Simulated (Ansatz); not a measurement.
## Eu (Cmcm): couplings from the magnetic force theorem

```
Eu
1.0
     1.99707   -3.47971    0.00000
     1.99707    3.47971    0.00000
     0.00000    0.00000    6.34073
Eu
2
Direct
  0.83687 0.16313 0.75000
  0.16313 0.83687 0.25000
```

The source of the geometry is a structure from the Materials Project; atoms and cell stay fixed.

Functional, mesh and filling: PBE, 12×12×5 k mesh, Fermi–Dirac smearing of 0.08 eV. PAW means Ansatz 0.2.0 on its default frozen-core files. Site moments are integrated in spheres about the atoms. Start moments (μB): Eu1 7.2, Eu2 7.2.

Site moments (μB): Eu1 7.19, Eu2 7.19. Cell moment 15.15 μB.

Couplings come from the force theorem (directions of the magnetic atoms constrained, all else relaxed) on a 12×12×5 mesh, with E = −Σ J e_i·e_j over ordered pairs of unit vectors, so positive J favours parallel moments.

```csv
pair,count,J PAW (meV)
Eu1–Eu at 3.90 Å,2,+6.69
Eu1–Eu at 3.94 Å,4,+6.35
Eu1–Eu at 3.99 Å,2,+5.25
Eu1–Eu at 4.01 Å,4,+5.20
Eu1–Eu at 5.58 Å,4,-0.37
Eu1–Eu at 5.66 Å,2,-0.40
Eu1–Eu at 6.34 Å,2,-0.51
Eu1–Eu at 6.86 Å,4,-0.72
Eu1–Eu at 6.89 Å,4,-0.68
"Eu1–Eu at 6.93 Å, set 1",4,-0.64
"Eu1–Eu at 6.93 Å, set 2",4,-0.77
Eu1–Eu at 6.96 Å,2,-0.78
```

Pairs at one distance with different couplings are listed as sets.

The program reports that this state isn't the lowest of its own couplings. The gain of the softest rotation is smaller than what its band sum leaves out of a whole turn, though, so more bands could change its sign.

The couplings come from one mesh, and their convergence in k wasn't tested.

Without U a semilocal functional puts the f levels too near the Fermi level, which can change moments and the order of magnetic states; site and cell moments are spin moments. Spin–orbit coupling is left out although heavy atoms are present. With open f shells a run can end in a state that isn't the lowest. The magnetic state is the one that this cell and start allow. It needn't be the compound's measured order, which may need a larger cell or be absent.
